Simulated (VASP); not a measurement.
A run of VASP 6.6.1:

INCAR

```
PREC = Accurate
ENCUT = 600
EDIFF = 1E-7
ISMEAR = 0
SIGMA = 0.03
LREAL = False
LASPH = True
NELM = 80
ALGO = Normal
ISIF = 3
LWAVE = False
LCHARG = False
IBRION = 2
NSW = 90
EDIFFG = -0.005
PSTRESS = 507.0
KPAR = 2
```

KPOINTS

```
regular mesh
0
Gamma
  8 8 8
```

POSCAR

```
FeSi                                    
1.0
    4.1686052817      0.0000000000     -0.0000000000
   -0.0000000000      4.1686052817     -0.0000000000
   -0.0000000000     -0.0000000000      4.1686052817
  Fe              Si            
     4     4
Direct
     0.1418417163033924    0.1418417163033924    0.1418417163033924
     0.3581582836966076    0.8581582836966077    0.6418417163033923
     0.6418417163033923    0.3581582836966076    0.8581582836966077
     0.8581582836966077    0.6418417163033923    0.3581582836966076
     0.8430798617735686    0.8430798617735686    0.8430798617735686
     0.6569201382264314    0.1569201382264314    0.3430798617735686
     0.3430798617735686    0.6569201382264314    0.1569201382264314
     0.1569201382264314    0.3430798617735686    0.6569201382264314
```

Potentials or basis: VASP PAW LDA potentials, release 64 (Fe, Si).

Run with:

```console
$ cat potpaw_LDA.64/Fe/POTCAR potpaw_LDA.64/Si/POTCAR > POTCAR
$ mpirun -np 2 vasp_std > vasp.out
```

Hardware: 2 MPI ranks on Intel(R) Xeon(R) Platinum 8375C CPU @ 2.90GHz (Ice Lake) (shared host).

**Question.** Estimate the wall time of this run.

**Answer.** It took 96 s on 2 MPI ranks on Intel(R) Xeon(R) Platinum 8375C CPU @ 2.90GHz (Ice Lake), with other jobs on the host, peak memory 0.23 GiB a rank. Counts: scf iterations 25, k points 45, ion steps 3.
